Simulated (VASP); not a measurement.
# KCl in VASP: notebook, part 2 of 2

VASP 6.6.1. The steps go on from the part before.

## Step 5: Single point, LDA

This run uses another cell than the first one, of 28.50 Å³/atom.

INCAR reads:

```
SYSTEM = KCl
PREC     = Accurate       ! precision mode
ENCUT    = 520            ! plane-wave cutoff, eV
EDIFF    = 1E-6           ! SCF threshold, eV
ISMEAR   = 0              ! smearing method
SIGMA    = 0.01           ! smearing width, eV
LREAL    = .False.        ! projectors in reciprocal space
LASPH    = .True.         ! aspherical terms in the spheres
NELM     = 100            ! most SCF steps
ALGO     = Normal         ! electronic algorithm
ISIF     = 2              ! what is computed and relaxed
LWAVE    = .False.        ! write WAVECAR
LCHARG   = .True.         ! write CHGCAR
GGA      = CA             ! functional
LELF     = .True.         ! ELF
LVHAR    = .True.       
NBANDS   = 15             ! bands
```

KPOINTS reads:

```
Automatic mesh
0
Gamma
  6 6 6
  0 0 0
```

POSCAR reads:

```
KCl
1.0
    0.0000000000      3.0545309324      3.0545309324
    3.0545309324      0.0000000000      3.0545309324
    3.0545309324      3.0545309324      0.0000000000
K Cl
1 1
Direct
    0.0000000000      0.0000000000      0.0000000000
    0.5000000000      0.5000000000      0.5000000000
```

Run with:

```
$ cat potpaw_LDA.64/K_sv/POTCAR potpaw_LDA.64/Cl/POTCAR > POTCAR
$ mpirun -np 1 vasp_std > vasp.out
```

It took 6.6 s on 1 thread of Intel Xeon Platinum 8488C (Sapphire Rapids), shared host; peak memory 0.15 GiB.

It converged, with:

| Item | Value |
| --- | --- |
| Free energy | -7.4075 eV |
| Pressure | -0.3 GPa |
| Band gap on the k mesh | 5.06 eV |

Levels at points of the mesh, in eV from the valence-band top:
```tsv
k point	band 4	band 5	band 6	band 7	band 8	band 9	band 10	band 11	band 12	band 13
(0.00, 0.00, 0.00)	-10.34	-10.34	0.00	0.00	0.00	5.06	8.11	8.11	8.11	9.10
(0.50, 0.00, 0.00)	-10.35	-10.02	-1.30	-0.43	-0.43	7.44	8.60	10.56	10.56	11.44
(0.50, 0.50, 0.00)	-10.42	-10.42	-0.75	-0.25	-0.25	6.07	8.38	10.18	10.21	10.77
```

## Step 6: Single point, LDA (z stretched by -0.5 %, x and y held)

INCAR reads:

```
PREC = Accurate ; ENCUT = 520
EDIFF = 1E-6 ; ISMEAR = 0
SIGMA = 0.01 ; LREAL = F
LASPH = T ; NELM = 60
ALGO = Normal ; ISIF = 2
LWAVE = F ; LCHARG = T
LELF = T ; LVHAR = T
NBANDS = 15
```

KPOINTS reads:

```
Automatic mesh
0
Gamma
  6 6 6
```

POSCAR reads:

```
KCl
1.0
    0.0000000000      3.0393342611      3.0241375898
    3.0393342611      0.0000000000      3.0241375898
    3.0393342611      3.0393342611      0.0000000000
K Cl
1 1
Direct
    0.0000000000      0.0000000000      0.0000000000
    0.5000000000      0.5000000000      0.5000000000
```

Potentials or basis: VASP PAW LDA potentials, release 64 (K_sv, Cl).

Run with:

```
$ cat potpaw_LDA.64/K_sv/POTCAR potpaw_LDA.64/Cl/POTCAR > POTCAR
$ mpirun -np 1 vasp_std > vasp.out
```

OUTCAR:

```text
PREC = Accurate
   ENCUT = 520
   EDIFF = 1E-6
   ISMEAR = 0
   LREAL = F
   LASPH = T
   NELM = 60
   ISIF = 2

 ion  position               nearest neighbor table
   1  0.000  0.000  0.000-   2 3.02   2 3.02   2 3.04   2 3.04   2 3.04   2 3.04
   2  0.500  0.500  0.500-   1 3.02   1 3.02   1 3.04   1 3.04   1 3.04   1 3.04

  LATTYP: Found a body centered tetragonal cell.
 ALAT       =     4.2982677326
 C/A-ratio  =     1.4071424946

  Lattice vectors:

 A1 = (   0.0000000000,  -3.0393342611,  -3.0241375898)
 A2 = (   0.0000000000,   3.0393342611,  -3.0241375898)
 A3 = (   3.0393342611,   0.0000000000,   3.0241375898)

Analysis of symmetry for initial positions (statically):
=====================================================================
 Subroutine PRICEL returns:
 Original cell was already a primitive cell.

 Routine SETGRP: Setting up the symmetry group for a
 body centered tetragonal supercell.

 Subroutine GETGRP returns: Found 16 space group operations
 (whereof 16 operations were pure point group operations)
 out of a pool of 16 trial point group operations.
[... 175 lines left out ...]
      4     -11.8992      2.00000
      5     -11.8992      2.00000
      6      -1.6063      2.00000
      7      -1.6063      2.00000
      8      -1.5996      2.00000
      9       3.5258      0.00000
     10       6.4943      0.00000
     11       6.4943      0.00000
     12       6.5301      0.00000
     13       7.4964      0.00000
     14       7.5238      0.00000
[... 401 lines left out ...]
      2     -13.7487      2.00000
      3     -12.0622      2.00000
      4     -11.9723      2.00000
      5     -11.8907      2.00000
      6      -2.4136      2.00000
      7      -2.0407      2.00000
      8      -1.9059      2.00000
      9       4.9525      0.00000
     10       6.9153      0.00000
     11       8.4125      0.00000
     12       8.9043      0.00000
     13       9.2511      0.00000
     14       9.9314      0.00000
     15      10.5369      0.00000

 [... further k-points ...]

------------------------ aborting loop because EDIFF is reached ----------------------------------------

  FORCE on cell =-STRESS in cart. coord.  units (eV):
  Direction    XX          YY          ZZ          XY          YZ          ZX
  --------------------------------------------------------------------------------------
  -------------------------------------------------------------------------------------
  Total        0.0356569      0.0356569      0.1327635      0.0000000      0.0000000      0.0000000
  in kB        1.0225059      1.0225059      3.8071560      0.0000000      0.0000000      0.0000000
  external PRESSURE =       1.9507226 kB  Pullay stress =       0.0000000 kB

 VOLUME and BASIS-vectors are now :
 -----------------------------------------------------------------------------
  energy-cutoff  :      520.00
  volume of cell :       55.87
      direct lattice vectors                 reciprocal lattice vectors
     0.000000000  3.039334261  3.024137590    -0.164509711  0.164509711  0.165336393
     3.039334261  0.000000000  3.024137590     0.164509711 -0.164509711  0.165336393
     3.039334261  3.039334261  0.000000000     0.164509711  0.164509711 -0.165336393

 POSITION                                       TOTAL-FORCE (eV/Angst)
 -----------------------------------------------------------------------------------
      0.00000      0.00000      0.00000        -0.000000      0.000000      0.000000
      3.03933      3.03933      3.02414         0.000000     -0.000000      0.000000
 -----------------------------------------------------------------------------------
    total drift:                                0.000000     -0.000000     -0.000000

  FREE ENERGIE OF THE ION-ELECTRON SYSTEM (eV)
  ---------------------------------------------------
  free  energy   TOTEN  =        -7.4073407949 eV

  energy  without entropy=       -7.4073407949  energy(sigma->0) =       -7.40734079
```

OSZICAR:

```text
N       E                     dE             d eps       ncg     rms          rms(c)
DAV:   1     0.106717564905E+03    0.10672E+03   -0.71689E+03   900   0.971E+02
DAV:   2    -0.131503465295E+01   -0.10803E+03   -0.98395E+02  1188   0.254E+02
DAV:   3    -0.746048291396E+01   -0.61454E+01   -0.61145E+01  1236   0.521E+01
DAV:   4    -0.767922168043E+01   -0.21874E+00   -0.21865E+00  1317   0.948E+00
DAV:   5    -0.768107891420E+01   -0.18572E-02   -0.18572E-02  1236   0.938E-01    0.419E+00
DAV:   6    -0.743258873880E+01    0.24849E+00   -0.33788E-01  1124   0.330E+00    0.333E+00
DAV:   7    -0.740767284624E+01    0.24916E-01   -0.61935E-02  1180   0.160E+00    0.185E+00
DAV:   8    -0.740729489703E+01    0.37795E-03   -0.98759E-03  1283   0.787E-01    0.241E-01
DAV:   9    -0.740725242016E+01    0.42477E-04   -0.32950E-04  1166   0.115E-01    0.792E-02
DAV:  10    -0.740733998209E+01   -0.87562E-04   -0.53605E-05  1007   0.468E-02    0.546E-03
DAV:  11    -0.740734079487E+01   -0.81278E-06   -0.18510E-06  1241   0.783E-03
   1 F= -.74073408E+01 E0= -.74073408E+01  d E =-.133019E-19
```

Run time: 10 s. Hardware: 1 thread of Intel Xeon Platinum 8488C (Sapphire Rapids), shared host; peak memory 0.16 GiB.

What came out:

```yaml
Free_energy: -7.4073 eV
Pressure: 0.2 GPa
Band_gap_on_the_k_mesh: 5.13 eV
```

Stress tensor (GPa, compression positive):
```
0.10 0.00 0.00
0.00 0.10 0.00
0.00 0.00 0.38
```

Levels at points of the mesh, in eV from the valence-band top:
```tsv
k point	band 5	band 6	band 7	band 8	band 9	band 10	band 11	band 12
(0.00, 0.00, 0.00)	-10.30	-0.01	-0.01	0.00	5.13	8.09	8.09	8.13
(0.50, 0.00, 0.00)	-9.97	-1.35	-0.45	-0.45	7.49	8.67	10.61	10.62
(0.50, 0.50, 0.00)	-10.39	-0.76	-0.27	-0.27	6.03	8.48	10.25	10.31
(0.50, 0.00, 0.50)	-10.39	-0.77	-0.26	-0.25	6.04	8.47	10.23	10.29
```

Caveat: the cell differs from its parent crystal (z stretched by -0.5 %, x and y held).

## Step 7: Overview

| cell | gap on the mesh (eV) | pressure (GPa) |
| --- | --- | --- |
| a = 4.277 Å, angles 60.0°, 2 atoms | 5.17 | 0.5 |
| a = 4.298 Å, angles 60.0°, 2 atoms | 5.11 | 0.1 |
| a = 4.320 Å, angles 60.0°, 2 atoms | 5.06 | -0.3 |
| a = 4.288, b = 4.288, c = 4.298 Å, angles 59.9, 59.9, 60.2°, 2 atoms | 5.13 | 0.2 |

Alike in all rows: task single point; level LDA; potentials or basis VASP PAW LDA potentials, release 64 (K_sv, Cl); no spin polarisation; k mesh 6 × 6 × 6; cutoff (eV) 520; smearing gaussian 0.01 eV.

Absolute energies hang on the potentials; compare differences alone.

## Step 8: Comparison with measurements

Step 2. Against the measured gap of KCl, 8.68 eV (a printed reference work, monograph), the calculated 5.17 eV is off by -3.51 eV. The value is that of LDA, without temperature or zero-point motion. Semilocal functionals fall short of measured gaps as a rule.

Step 3. A measured gap of KCl is 8.68 eV (a printed reference work, monograph); the calculated 5.11 eV misses it by -3.57 eV. The value is that of LDA, without temperature or zero-point motion. Semilocal functionals fall short of measured gaps as a rule.

Step 4. A measured gap of KCl is 8.68 eV (a printed reference work, monograph); the calculated 5.11 eV misses it by -3.57 eV. The value is that of LDA, without temperature or zero-point motion. Semilocal functionals fall short of measured gaps as a rule.

Step 5. A measured gap of KCl is 8.68 eV (a printed reference work, monograph); the calculated 5.06 eV misses it by -3.62 eV. The value is that of LDA, without temperature or zero-point motion. Semilocal functionals fall short of measured gaps as a rule.
